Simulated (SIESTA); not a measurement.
Set up this calculation in SIESTA 5.4.2, as an ASE script.

```
Task                : equation of state
Functional          : PBEsol
Potentials or basis : PseudoDojo 0.4 standard (PBEsol files)
Basis               : DZP (energy shift 0.003 Ry; two zetas on semicore shells)
Grid cutoff         : 800 Ry
Energy shift        : 0.003 Ry
k mesh              : 11 × 11 × 11
Occupations         : fermi-dirac, width 0.05 eV
Spin                : no spin polarisation
```

Crystal: Au.

```
Au
1.0
     0.00000    2.03500    2.03500
     2.03500    0.00000    2.03500
     2.03500    2.03500    0.00000
Au
1
Direct
  0.00000 0.00000 0.00000
```

One way to write it, as run:

run.py

```python
from ase import Atoms
from ase.calculators.siesta import Siesta
from ase.units import Ry, GPa
from ase.eos import EquationOfState

atoms = Atoms(
    ['Au'],
    cell=[
        [0.0, 2.035, 2.035],
        [2.035, 0.0, 2.035],
        [2.035, 2.035, 0.0],
    ],
    scaled_positions=[
        [0.0, 0.0, 0.0],
    ],
    pbc=True,
)

fdf = {
    'SCFMustConverge': False,
    'OccupationFunction': 'FD',
    'ElectronicTemperature': '0.05 eV',
    'MaxSCFIterations': '120',
    'SCF.Mixer.Method': 'Pulay',
    'SCF.Mixer.Weight': '0.25',
    'SCF.Mixer.History': '8',
    'SCF.DM.Tolerance': '5.0e-05',
    'SCF.H.Tolerance': '1.0e-03 eV',
    'WriteForces': 'true',
    'Charge.Mulliken': 'end',
    'PAO.Basis': ['Au.1 5', 'n=5 0 2', '  2.662 0.000', 'n=6 0 2', '  6.968 0.000', 'n=5 1 2', '  3.170 0.000', 'n=6 1 1', '  6.968', 'n=5 2 2', '  5.436 0.000'],
}
calc = Siesta(
    label="Au",
    command="siesta < PREFIX.fdf > PREFIX.out",
    pseudo_path="pseudos",
    pseudo_qualifier="",
    xc=('GGA', 'PBEsol'),
    basis_set="DZP",
    mesh_cutoff=800 * Ry,
    energy_shift=0.003 * Ry,
    kpts=[11, 11, 11],
    spin="non-polarized",
    fdf_arguments=fdf,
)
atoms.calc = calc

cell0 = atoms.cell.copy()
volumes, energies = [], []
for x in [0.94, 0.96, 0.98, 1.0, 1.02, 1.04, 1.06]:
    atoms.set_cell(cell0 * x ** (1 / 3), scale_atoms=True)
    volumes.append(atoms.get_volume() / len(atoms))
    energies.append(atoms.get_potential_energy(force_consistent=True) / len(atoms))
    print(f"V = {volumes[-1]:.5f} A^3/atom   F = {energies[-1]:.6f} eV/atom", flush=True)
v0, e0, b0 = EquationOfState(volumes, energies, eos="birchmurnaghan").fit()
print(f"v0 = {v0:.4f} A^3/atom, e0 = {e0:.5f} eV/atom, B0 = {b0 / GPa:.1f} GPa")
```

Potentials or basis: PseudoDojo 0.4 standard (PBEsol files), DZP (energy shift 0.003 Ry; two zetas on semicore shells).

The run is started by

```console
$ python run.py
```

It gave:

- Equilibrium volume: 17.16 Å³/atom
- Bulk modulus: 171 GPa
- Pressure derivative of the bulk modulus: 5.3 (rough: it moves with the points fitted)

Caveat: short orbitals over semicore shells can move pressures by several GPa; the basis of atomic orbitals isn't converged, which shifts pressures, moduli and gaps.

Run time: 2.8 min on 1 thread of Intel(R) Xeon(R) Platinum 8259CL CPU @ 2.50GHz (Skylake/Cascade Lake), with other jobs on the host, peak memory 0.24 GiB.
